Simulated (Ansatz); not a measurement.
# Nb in Ansatz: convergence with k mesh

The system is Nb.

```xyz
1
Lattice="-1.4546 1.6009 1.6273 1.6190 -1.9818 2.1726 1.2183 1.7455 -2.0082" Properties=species:S:1:pos:R:3 pbc="T T T"
Nb    0.0000    0.0000    0.0000
```

This isn't the form of Nb at room conditions, which is bcc.

- Program: Ansatz 0.2.0
- Task: convergence study
- Functional: PBE
- Potentials or basis: PseudoDojo standard (PBE files)
- Cutoff: 1116 eV
- Density cutoff: 4463 eV
- k mesh: 4 × 3 × 4
- Occupations: cold, width 0.1 eV
- Spin: no spin polarisation

These are the settings of the first run; the series varies k mesh, with any setting tied to it.

Hardware: 2 threads of Arm Neoverse V1 (shared host).

```tsv
k mesh	energy less the tightest run, at zero smearing (meV/atom)	pressure (GPa)	SCF cycles	CPU time (s)	peak memory (GiB)
4 × 3 × 4	123.42	14.14	7	1.4	0.26
5 × 4 × 5	50.19	12.12	7	2.6	0.28
6 × 5 × 6	-3.88	11.73	7	4.4	0.31
7 × 6 × 7	0.21	11.46	6	6.1	0.34
9 × 8 × 9	-3.12	11.60	6	14	0.43
11 × 10 × 12	2.64	11.71	7	33	0.59
13 × 13 × 15	-0.40	11.75	7	63	0.9
16 × 15 × 18	0.00	11.54	7	110	1.4
19 × 18 × 21	0.00	11.63	6	150	2
```

Against the tightest run, the energy stays within 1 meV/atom from 13 × 13 × 15 on; the pressure stays within 0.1 GPa from 16 × 15 × 18 on. Meshes of other sizes hit other points, so gaps and Fermi surfaces needn't settle smoothly. The tightest run that finished is the yardstick and may itself not be fully converged.
